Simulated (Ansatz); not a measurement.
# The blue phosphorene bilayer (AB) between two gates, part 2 of 4

Wanted: Fermi level and gate voltage of the blue phosphorene bilayer (AB) as it is charged.

Ansatz 0.2.0; plane-wave DFT, PBE-D3(BJ), Ansatz PAW.

So far. Step 2 (Relaxing the slab): The lattice constant a goes from 3.280 to 3.257 Å.

## 3. Gated layer, added electrons 0, start network

The slab is cut off from its images along the normal. A charged sheet stands for each gate, the layer takes the opposite charge, and a barrier ahead of the sheet keeps electrons from leaking to it. The uncharged case sets the zero; a dense mesh is needed because few carriers fill a small part of the zone.

The cell differs from the one that the last finished run ended in (c 42.380 → 41.525 Å).

Input file input.yaml:

```yaml
crystal:
  lattice:
    - [3.257455887, 0.0, 0.0]
    - [-1.6287279435, 2.8210395498, 0.0]
    - [0.0, 0.0, 41.5249602803]
  atoms:
    - { symbol: P, position: [0.6666666667, 0.3333333333, 0.4298619404] }
    - { symbol: P, position: [0.3333333333, 0.6666666667, 0.4597904339] }
    - { symbol: P, position: [0.0, 0.0, 0.5402095661] }
    - { symbol: P, position: [0.6666666667, 0.3333333333, 0.5701380596] }
  periodic: [true, true, false]
  symmetry: { detect: true }
kpoints:
  mp_grid: { grid: [90, 90, 1] }
  band_path:
    path: [[0, 0, 0], [0.5, 0, 0], [0.33333333, 0.33333333, 0], [0, 0, 0]]
    npoints: 16
hamiltonian:
  xc: pbe
  dispersion: d3bj
scf:
  occupations: { method: fermi_dirac, width: 0.02585 }
  convergence: { dr2_threshold: 1.0e-10 }
output:
  forces: true
  eigenvalues: true
  dos: { projected: true, e_range: [-3, 3], de: 0.01 }
  write_potential: true
  write_density: true
  volumetric_format: npy
  elf: true
external_charges:
  - { charge: 0, barrier: 10, axis: 3, height: 28.175, sigma: 0.25 }
  - { charge: 0, barrier: 10, axis: 3, height: 13.35, sigma: 0.25 }
```

Run with:

```bash
$ ansatz run input.yaml --threads 4 --pin off --max-ram 12288MiB --backend cpu --events-out ev --progress --plain --runs-dir out
```

Numbers of over 12 decimals in the logs are rounded to 6 here.

Output:

```text
[...]
Crystal: 4 atoms, lattice volume = 381.590 Å³
Basis set: ecut = 420 eV, 7603 PW (Γ), exchange–correlation on 48×48×576 points (8 copies of the dense FFT grid, shifted against one another)
Bands: 14, of which v1, the nominal top of the filled ones, is band 10 counted from 1 (9 counted from 0)
Symmetry: 12 space group operations
[...]
k-points: 721 of 8100
[...]
SCF iter   1: F=—  HF=-3023.645709 eV  |F-HF|=—  |Δ(HF+E_count)|=         —  Δρ=1.12e-3  dr2=2.37e-2  ethr=1.77e-3  ⟨swp⟩=15.3  Hψ=131534  notcnv=0
[...]
SCF iter   9: F=-3023.643644 eV  HF=-3023.643644 eV  |F-HF|=2.18e-11  |Δ(HF+E_count)|=  4.83e-10  Δρ=4.75e-8  dr2=1.30e-11  ethr=1.00e-12  ⟨swp⟩=15.0  Hψ=107570  notcnv=0
SCF 1 converged in 9 iterations: F = -3023.643644 eV  dr2 = 1.30e-11
[...]
NSCF: frozen V_eff on 49 k-points
WARN: The output density's exchange-correlation potential varies sharply where the density is thin. Do not read a vacuum level from v_tot or v_xc, or from such a field of the output density. On a cell that repeats whose density bears no net charge and no dipole along the vacuum's axis use v_es (v_loc + v_h of the components); under efield.dipole_correction with no amplitude use v_es + v_field, which holds any externa [...]
SCF converged after 9 iterations
Free energy (F): -3023.643644 eV
[...]
Internal energy: -3023.643644 eV  (E = F + TS)
E sigma→0 (E₀):  -3023.643644 eV
Fermi energy:    -5.010351 eV
[...]
--- Forces (eV/Å), atoms and charges each counted from 1 ---
  atom   1  P      0.00000000     0.00000000    -0.00289873
  atom   2  P      0.00000000    -0.00000000     0.00487938
  atom   3  P      0.00000000     0.00000000    -0.00487938
  atom   4  P      0.00000000    -0.00000000     0.00289873
  external charge   1     0.00000000     0.00000000     0.00057641
  external charge   2     0.00000000     0.00000000    -0.00057649
  max |Σ_I F_I| component, the external charges' with the atoms': 8.18e-8 eV/Å
--- Band table (eV; the first three rows and the last of 721) ---
  k-point 0: bands = [... 6 lower, -6.2475, -6.2437, -6.2437, -5.7740, -2.2596, -2.2596, -2.2514, -2.1695]
  k-point 1: bands = [... 6 lower, -6.2630, -6.2532, -6.2481, -5.7725, -2.2649, -2.2532, -2.2327, -2.1713]
  k-point 2: bands = [... 6 lower, -6.3202, -6.2695, -6.2618, -5.7686, -2.2828, -2.2343, -2.1901, -2.1741]
  k-point 720: bands = [... 6 lower, -8.0275, -7.9980, -7.9980, -7.8360, -4.0507, -4.0507, -1.3386, -0.6542]
```

Elapsed: 2.4 min, on 4 threads of Arm Neoverse V1, shared host; peak memory 3.9 GiB.

This step gave:

```
gap on the k-mesh                                                                   : 1.155 eV
gap along the path                                                                  : 1.160 eV
smallest direct gap along the path                                                  : 1.707 eV
gap, the smaller of path and mesh                                                   : 1.155 eV
potential beyond the upper barrier and gate, less the barrier, from the Fermi level : 5.010 eV
```

Running mean over a fixed 2.7 Å (it still follows the layers) of the planar mean; beyond a gate it holds the 10 eV model barrier. Electron's electrostatic potential energy less the Fermi level against z:

```csv
z (Å),electron's electrostatic potential energy less the Fermi level (eV)
4,15.0
6,15.0
8,15.0
10,15.0
12,14.6
14,7.63
16,3.46
18,-8.33
20,-2.43
22,-4.90
24,-5.48
26,4.59
28,9.37
30,15.0
32,15.0
34,15.0
36,15.0
38,15.0
```

The density of states has structure finer than the step of the table below, so its rows give means over 0.1 eV, whole bins alone (the curve runs from -3 to 2.53 eV). Peaks (eV: height): -2.22: 4.49, -2.14: 4.19, -1.68: 6.45, -0.62: 7.02, 1.48: 4.16, 1.75: 3.59, 2.29: 3.55.

Table of density of states by energy, zero at the Fermi level of the run, which the smearing sets inside the gap; means over each step:

energy (eV), density of states (states/eV a cell) and a bar:
```
     -2.9       1.34 ########
     -2.8       2.05 #############
     -2.7       2.60 ################
     -2.6       2.12 #############
     -2.5       1.94 ############
     -2.4       1.92 ############
     -2.3       2.46 ################
     -2.2       3.44 ######################
     -2.1       3.45 ######################
     -2.0       3.00 ###################
     -1.9       3.17 ####################
     -1.8       3.43 ######################
     -1.7       4.74 ##############################
     -1.6       3.13 ####################
     -1.5       1.24 ########
     -1.4       1.21 ########
     -1.3       1.18 #######
     -1.2       0.79 #####
     -1.1       0.74 #####
     -1.0       0.77 #####
     -0.9       0.82 #####
     -0.8       1.06 #######
     -0.7       2.71 #################
     -0.6       2.76 #################
     -0.5       0.00 
     -0.4       0.00 
     -0.3       0.00 
     -0.2       0.00 
     -0.1       0.00 
      0.0       0.00 
      0.1       0.00 
      0.2       0.00 
      0.3       0.00 
      0.4       0.00 
      0.5       0.02 
      0.6       0.64 ####
      0.7       0.80 #####
      0.8       0.84 #####
      0.9       0.92 ######
      1.0       2.18 ##############
      1.1       2.36 ###############
      1.2       2.28 ##############
      1.3       2.37 ###############
      1.4       2.66 #################
      1.5       3.13 ####################
      1.6       2.18 ##############
      1.7       2.18 ##############
      1.8       2.66 #################
      1.9       2.37 ###############
      2.0       2.42 ###############
      2.1       2.60 ################
      2.2       2.57 ################
      2.3       3.12 ####################
      2.4       2.55 ################
```

Projected DOS per atom over height of the atomic layer and energy from the Fermi level. Layers: P P P P from below.

Ten even steps from '0' (0.00 states/eV) to '9' (0.85 states/eV), each cell a mean:
```
6666
6666
6666
6556
7777
5555
3333
1111
0000
0000
0000
0000
5555
2332
2222
3333
9889
9999
9999
6666
7667
4444
```
Columns: height of the atomic layer (Å) from 17.9 to 23.7 (not evenly spaced); rows upwards: energy from the Fermi level (eV) from -2.98 to 2.52.

Electronic bands along the path, in eV, zero at the Fermi level of the run, which the smearing sets inside the gap:

```csv
point,band 7,band 8,band 9,band 10,band 11,band 12,band 13,band 14
Γ,-1.24,-1.23,-1.23,-0.76,2.75,2.75,2.76,2.84
halfway,-2.62,-2.58,-1.73,-0.72,1.09,1.23,3.63,4.09
M,-3.46,-3.41,-2.89,-2.24,0.75,0.95,1.75,2.91
halfway,-3.78,-3.75,-2.74,-2.24,1.38,2.18,2.98,3.14
K,-3.02,-2.99,-2.99,-2.83,0.96,0.96,3.67,4.36
halfway,-3.94,-3.90,-1.62,-0.74,2.16,2.67,3.06,3.18
Γ,-1.24,-1.23,-1.23,-0.76,2.75,2.75,2.76,2.84
```

Valence density in the ca plane at fractional y = 0.333, with atoms of P within 0.2 Å of it. It is the smooth field of the valence electrons, not physical close to the nuclei.

Ten even steps from '0' (0.00 e/Å³) to '9' (0.74 e/Å³), each cell a mean:
```
00000000000136787532100001246887521000000000
00000000000278568521000000136856951000000000
00000000001388237521000000136623962000000000
00000000000268678521000000136867841000000000
00000000000135777532100001246776420000000000
00000000000012345543210012455542100000000000
00000000000001234554210013455421100000000000
00000000000012345543200012455543210000000000
```
Columns run along c (16.0 Å, from fractional 0.31 to 0.69 of the cell), rows up along a (3.3 Å). Atoms in or near the plane, at fractional coordinates: P at (0.43, 0.67), P at (0.57, 0.67).

Electrostatic potential energy in the ca plane at fractional y = 0.333, with atoms of P within 0.2 Å of it. With pseudopotentials it is smooth inside the atoms' cores, unlike the true potential.

Ten even steps from '0' (-60 eV) to '9' (9 eV), each cell a mean:
```
99988888888876456778888888777645678888888889
99988888888862003778888888876200378888888889
99988888888750002678888888875000278888888889
99988888888862004778888888876200478888888889
99988888888876556777888888777655788888888889
99988888888887777777888887767777888888888889
99988888888888877667788887666778888888888889
99988888888887777777888887767777888888888889
```
Columns run along c (16.0 Å, from fractional 0.31 to 0.69 of the cell; values clipped at the 3rd and 97th percentile), rows up along a (3.3 Å). Atoms in or near the plane, at fractional coordinates: P at (0.43, 0.67), P at (0.57, 0.67).

ELF in the ca plane at fractional y = 0.333, with atoms of P within 0.2 Å of it. It is the smooth field of the valence electrons, not physical close to the nuclei.

Values, 5 rows by 16 columns, each cell a mean:
```
0.00 0.00 0.06 0.56 0.88 0.64 0.55 0.19 0.06 0.33 0.66 0.71 0.83 0.31 0.02 0.00
0.00 0.00 0.15 0.78 0.93 0.11 0.39 0.05 0.01 0.13 0.37 0.39 0.95 0.53 0.04 0.00
0.00 0.00 0.07 0.57 0.89 0.62 0.55 0.19 0.05 0.30 0.65 0.70 0.84 0.32 0.02 0.00
0.00 0.00 0.01 0.09 0.31 0.49 0.64 0.55 0.19 0.67 0.61 0.41 0.22 0.03 0.00 0.00
0.00 0.00 0.01 0.07 0.28 0.47 0.64 0.57 0.20 0.68 0.60 0.38 0.19 0.03 0.00 0.00
```
Columns run along c (16.0 Å, from fractional 0.31 to 0.69 of the cell), rows up along a (3.3 Å). Atoms in or near the plane, at fractional coordinates: P at (0.43, 0.67), P at (0.57, 0.67).

The gap, the smaller of path and mesh, is 1.155 eV.

## 4. Gated layer, added electrons 1×10¹³ per cm²

Changes to input.yaml since step 3:

```diff
@@ -12,2 +12,3 @@
   symmetry: { detect: true }
+total_charge: -0.00919
 kpoints:
@@ -26,3 +27,2 @@
   eigenvalues: true
-  dos: { projected: true, e_range: [-3, 3], de: 0.01 }
   write_potential: true
@@ -30,5 +30,6 @@
   volumetric_format: npy
-  elf: true
 external_charges:
   - { charge: 0, barrier: 10, axis: 3, height: 28.175, sigma: 0.25 }
+  - { charge: 0.004595, axis: 3, height: 29.675, sigma: 0.5 }
   - { charge: 0, barrier: 10, axis: 3, height: 13.35, sigma: 0.25 }
+  - { charge: 0.004595, axis: 3, height: 11.85, sigma: 0.5 }
```

Output:

```text
[...]
Crystal: 4 atoms, lattice volume = 381.590 Å³
Basis set: ecut = 420 eV, 7603 PW (Γ), exchange–correlation on 48×48×576 points (8 copies of the dense FFT grid, shifted against one another)
Bands: 15, of which v1, the nominal top of the filled ones, is band 10 counted from 1 (9 counted from 0)
Symmetry: 12 space group operations
[...]
k-points: 721 of 8100
[...]
SCF iter   1: F=—  HF=-3023.877797 eV  |F-HF|=—  |Δ(HF+E_count)|=         —  Δρ=1.74e-2  dr2=8.60e-1  ethr=3.10e-3  ⟨swp⟩=15.7  Hψ=138157  notcnv=0
[...]
SCF iter  11: F=-3023.683143 eV  HF=-3023.683143 eV  |F-HF|=1.91e-11  |Δ(HF+E_count)|=  1.16e-10  Δρ=6.91e-9  dr2=1.93e-13  ethr=1.00e-12  ⟨swp⟩=10.0  Hψ=72119  notcnv=0
SCF 1 converged in 11 iterations: F = -3023.683143 eV  dr2 = 1.93e-13
[...]
SCF converged after 11 iterations
Free energy (F): -3023.683143 eV
[...]
Internal energy: -3023.682518 eV  (E = F + TS)
E sigma→0 (E₀):  -3023.682830 eV
Entropy (-TS):   -0.000625 eV (-0.156 meV/atom)
Fermi energy:    -4.042659 eV
[...]
--- Forces (eV/Å), atoms and charges each counted from 1 ---
  atom   1  P      0.00000000     0.00000000     0.00763849
  atom   2  P      0.00000000    -0.00000000    -0.00428755
  atom   3  P      0.00000000     0.00000000     0.00428755
  atom   4  P      0.00000000    -0.00000000    -0.00763849
  external charge   1     0.00000000     0.00000000     0.00064107
  external charge   2     0.00000000     0.00000000    -0.00020786
  external charge   3     0.00000000     0.00000000    -0.00064116
  external charge   4     0.00000000     0.00000000     0.00020786
  max |Σ_I F_I| component, the external charges' with the atoms': 9.00e-8 eV/Å
--- Band table (eV; the first three rows and the last of 721) ---
  k-point 0: bands = [... 6 lower, -5.8166, -5.8129, -5.8129, -5.3582, -1.8296, -1.8296, -1.8221, -1.7385, ... 1 higher]
  k-point 1: bands = [... 6 lower, -5.8321, -5.8223, -5.8172, -5.3567, -1.8350, -1.8232, -1.8034, -1.7411, ... 1 higher]
  k-point 2: bands = [... 6 lower, -5.8894, -5.8386, -5.8309, -5.3527, -1.8529, -1.8042, -1.7600, -1.7448, ... 1 higher]
  k-point 720: bands = [... 6 lower, -7.6048, -7.5702, -7.5702, -7.4138, -3.6263, -3.6263, -0.9156, -0.2358, ... 1 higher]
```

It took 2.9 min on 4 threads; peak memory 4 GiB; 12 min of CPU time.

Numbers from this step:

- energy at zero smearing: -3023.6828 eV
- potential beyond the upper barrier and gate, less the barrier, from the Fermi level: 4.043 eV

The electronic bands at the labelled points (eV, zero at the Fermi level):

```csv
point,band 7,band 8,band 9,band 10,band 11,band 12,band 13,band 14
Γ,-1.77,-1.77,-1.77,-1.32,2.21,2.21,2.22,2.30
halfway,-3.16,-3.12,-2.28,-1.27,0.55,0.69,3.09,3.55
M,-3.99,-3.95,-3.43,-2.79,0.22,0.41,1.20,2.37
halfway,-4.32,-4.29,-3.28,-2.79,0.84,1.63,2.44,2.59
K,-3.56,-3.53,-3.53,-3.37,0.42,0.42,3.13,3.81
halfway,-4.48,-4.44,-2.16,-1.29,1.62,2.12,2.52,2.64
Γ,-1.77,-1.77,-1.77,-1.32,2.21,2.21,2.22,2.30
```

Against the uncharged case this takes +0.97 V.

## 5. Gated layer, added electrons -1×10¹³ per cm²

Changes to input.yaml since step 4:

```diff
@@ -12,3 +12,3 @@
   symmetry: { detect: true }
-total_charge: -0.00919
+total_charge: 0.00919
 kpoints:
@@ -32,4 +32,4 @@
   - { charge: 0, barrier: 10, axis: 3, height: 28.175, sigma: 0.25 }
-  - { charge: 0.004595, axis: 3, height: 29.675, sigma: 0.5 }
+  - { charge: -0.004595, axis: 3, height: 29.675, sigma: 0.5 }
   - { charge: 0, barrier: 10, axis: 3, height: 13.35, sigma: 0.25 }
-  - { charge: 0.004595, axis: 3, height: 11.85, sigma: 0.5 }
+  - { charge: -0.004595, axis: 3, height: 11.85, sigma: 0.5 }
```

Output:

```text
[...]
Crystal: 4 atoms, lattice volume = 381.590 Å³
Basis set: ecut = 420 eV, 7603 PW (Γ), exchange–correlation on 48×48×576 points (8 copies of the dense FFT grid, shifted against one another)
Bands: 14, of which v1, the nominal top of the filled ones, is band 10 counted from 1 (9 counted from 0)
Symmetry: 12 space group operations
[...]
k-points: 721 of 8100
[...]
--- Band table (eV; the first three rows and the last of 721) ---
  k-point 0: bands = [... 6 lower, -6.6713, -6.6675, -6.6675, -6.1868, -2.6830, -2.6830, -2.6734, -2.5929]
  k-point 1: bands = [... 6 lower, -6.6868, -6.6770, -6.6719, -6.1855, -2.6882, -2.6766, -2.6548, -2.5946]
  k-point 2: bands = [... 6 lower, -6.7440, -6.6933, -6.6856, -6.1816, -2.7059, -2.6576, -2.6133, -2.5963]
  k-point 720: bands = [... 6 lower, -8.4463, -8.4220, -8.4220, -8.2542, -4.4704, -4.4704, -1.7579, -1.0687]
[key lines of the parts left out:]
SCF converged after 10 iterations
Free energy (F): -3023.591131 eV
Fermi energy:    -5.961288 eV
```

It took 2.5 min on 4 threads; peak memory 3.9 GiB.

Against the uncharged case this takes -0.95 V.

## 6. Gated layer, added electrons 3×10¹³ per cm²

Changes to input.yaml since step 5:

```diff
@@ -12,3 +12,3 @@
   symmetry: { detect: true }
-total_charge: 0.00919
+total_charge: -0.027568
 kpoints:
@@ -32,4 +32,4 @@
   - { charge: 0, barrier: 10, axis: 3, height: 28.175, sigma: 0.25 }
-  - { charge: -0.004595, axis: 3, height: 29.675, sigma: 0.5 }
+  - { charge: 0.013784, axis: 3, height: 29.675, sigma: 0.5 }
   - { charge: 0, barrier: 10, axis: 3, height: 13.35, sigma: 0.25 }
-  - { charge: -0.004595, axis: 3, height: 11.85, sigma: 0.5 }
+  - { charge: 0.013784, axis: 3, height: 11.85, sigma: 0.5 }
```

Output:

```text
[...]
Crystal: 4 atoms, lattice volume = 381.590 Å³
Basis set: ecut = 420 eV, 7603 PW (Γ), exchange–correlation on 48×48×576 points (8 copies of the dense FFT grid, shifted against one another)
Bands: 15, of which v1, the nominal top of the filled ones, is band 10 counted from 1 (9 counted from 0)
Symmetry: 12 space group operations
[...]
k-points: 721 of 8100
[...]
--- Band table (eV; the first three rows and the last of 721) ---
  k-point 0: bands = [... 6 lower, -4.9590, -4.9553, -4.9553, -4.5310, -0.9736, -0.9736, -0.9686, -0.8808, ... 1 higher]
  k-point 1: bands = [... 6 lower, -4.9746, -4.9647, -4.9596, -4.5295, -0.9793, -0.9673, -0.9496, -0.8849, ... 1 higher]
  k-point 2: bands = [... 6 lower, -5.0319, -4.9810, -4.9733, -4.5253, -0.9973, -0.9483, -0.9040, -0.8910, ... 1 higher]
  k-point 720: bands = [... 6 lower, -6.7634, -6.7187, -6.7187, -6.5733, -2.7817, -2.7817, -0.0739, 0.5966, ... 1 higher]
[key lines of the parts left out:]
SCF converged after 10 iterations
Free energy (F): -3023.750116 eV
Fermi energy:    -3.149371 eV
```

It took 2.6 min on 4 threads; peak memory 4 GiB.

Against the uncharged case this takes +1.86 V.

## 7. Gated layer, added electrons -3×10¹³ per cm²

Changes to input.yaml since step 6:

```diff
@@ -12,3 +12,3 @@
   symmetry: { detect: true }
-total_charge: -0.027568
+total_charge: 0.027568
 kpoints:
@@ -32,4 +32,4 @@
   - { charge: 0, barrier: 10, axis: 3, height: 28.175, sigma: 0.25 }
-  - { charge: 0.013784, axis: 3, height: 29.675, sigma: 0.5 }
+  - { charge: -0.013784, axis: 3, height: 29.675, sigma: 0.5 }
   - { charge: 0, barrier: 10, axis: 3, height: 13.35, sigma: 0.25 }
-  - { charge: 0.013784, axis: 3, height: 11.85, sigma: 0.5 }
+  - { charge: -0.013784, axis: 3, height: 11.85, sigma: 0.5 }
```

Output:

```text
[...]
Crystal: 4 atoms, lattice volume = 381.590 Å³
Basis set: ecut = 420 eV, 7603 PW (Γ), exchange–correlation on 48×48×576 points (8 copies of the dense FFT grid, shifted against one another)
Bands: 14, of which v1, the nominal top of the filled ones, is band 10 counted from 1 (9 counted from 0)
Symmetry: 12 space group operations
[...]
k-points: 721 of 8100
[...]
--- Band table (eV; the first three rows and the last of 721) ---
  k-point 0: bands = [... 6 lower, -7.5224, -7.5187, -7.5187, -7.0164, -3.5331, -3.5331, -3.5214, -3.4434]
  k-point 1: bands = [... 6 lower, -7.5379, -7.5281, -7.5230, -7.0151, -3.5382, -3.5267, -3.5029, -3.4447]
  k-point 2: bands = [... 6 lower, -7.5950, -7.5445, -7.5367, -7.0114, -3.5558, -3.5078, -3.4632, -3.4445]
  k-point 720: bands = [... 6 lower, -9.2873, -9.2735, -9.2735, -9.0941, -5.3133, -5.3133, -2.6002, -1.9013]
[key lines of the parts left out:]
SCF converged after 11 iterations
Free energy (F): -3023.474517 eV
Fermi energy:    -6.827090 eV
```

Run time: 2.8 min. Hardware: 4 threads; peak memory 3.9 GiB.

Against the uncharged case this takes -1.82 V.

[end of part 2 of 4]

[Logs are printed without paths, hosts, clocks, repeated set-up lines and the standing remarks that a program may print on its own settings, such as how far it seeks lower states.]

[Hosts, paths, dates, database ids (printed as entryN), source tags and the programs' standing remarks are cut or masked in the printed files.]

[Maps of the electrostatic potential energy from Ansatz leave out the sawtooth potential of an applied field or a dipole correction, so their vacuum need not be flat; planar profiles and work functions include it.]

[The density of states shown here was stored with 400 of the rows of the run's finer table, so its peaks can read low, often by over a quarter, or be missed, and its means over a window can be off by a tenth or more.]
